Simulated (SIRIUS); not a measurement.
## AgBr in SIRIUS: convergence with density tol

Input of the first run (density tol 0.01); the others differ in this setting and in those tied to it:

File sirius.json:

```json
{
  "control": {
    "processing_unit": "cpu",
    "verbosity": 2,
    "num_bands_to_print": 21,
    "print_forces": true,
    "print_stress": true
  },
  "parameters": {
    "electronic_structure_method": "pseudopotential",
    "xc_functionals": ["XC_LDA_X", "XC_LDA_C_PW"],
    "gk_cutoff": 9.3,
    "pw_cutoff": 18.6,
    "ngridk": [8, 8, 8],
    "shiftk": [0, 0, 0],
    "smearing": "gaussian",
    "smearing_width": 0.0018374661,
    "num_bands": 21,
    "num_mag_dims": 0,
    "num_dft_iter": 100,
    "energy_tol": 0.01,
    "density_tol": 0.01
  },
  "iterative_solver": {
    "type": "davidson",
    "min_tolerance": 1e-10
  },
  "mixer": {
    "type": "anderson",
    "beta": 0.7,
    "max_history": 8
  },
  "settings": {
    "tol_ne": 1e-10
  },
  "unit_cell": {
    "lattice_vectors": [
      [0.0, 5.423797436595, 5.423797436595],
      [5.423797436595, 0.0, 5.423797436595],
      [5.423797436595, 5.423797436595, 0.0]
    ],
    "atom_coordinate_units": "lattice",
    "atom_types": ["Ag", "Br"],
    "atom_files": {
      "Br": "Br.json",
      "Ag": "Ag.json"
    },
    "atoms": {
      "Ag": [
        [0.0, 0.0, 0.0]
      ],
      "Br": [
        [0.5, 0.5, 0.5]
      ]
    }
  }
}
```

Potentials or basis: PseudoDojo 0.4.1 LDA standard (scalar relativistic).

Run with:

```bash
$ upf_to_json Br.upf
$ upf_to_json Ag.upf
$ OMP_NUM_THREADS=1 sirius.scf --input=sirius.json --output=out.json --task=0
```

Hardware: 1 thread of Arm Neoverse V1, on a shared host.

| density tol | energy less the tightest run, at zero smearing (meV/atom) | SCF cycles | CPU time (s) | peak memory (GiB) |
| --- | --- | --- | --- | --- |
| 0.01 | 0.00 | 15 | 70 | 0.39 |
| 0.001 | 0.00 | 15 | 69 | 0.39 |
| 0.0001 | 0.00 | 15 | 69 | 0.39 |
| 1e-05 | 0.00 | 15 | 69 | 0.39 |
| 1e-06 | 0.00 | 15 | 69 | 0.39 |
| 1e-07 | 0.00 | 15 | 68 | 0.39 |

Against the tightest run, the energy stays within 1 meV/atom from 0.01 on. The tightest run that finished is the yardstick and may itself not be fully converged.
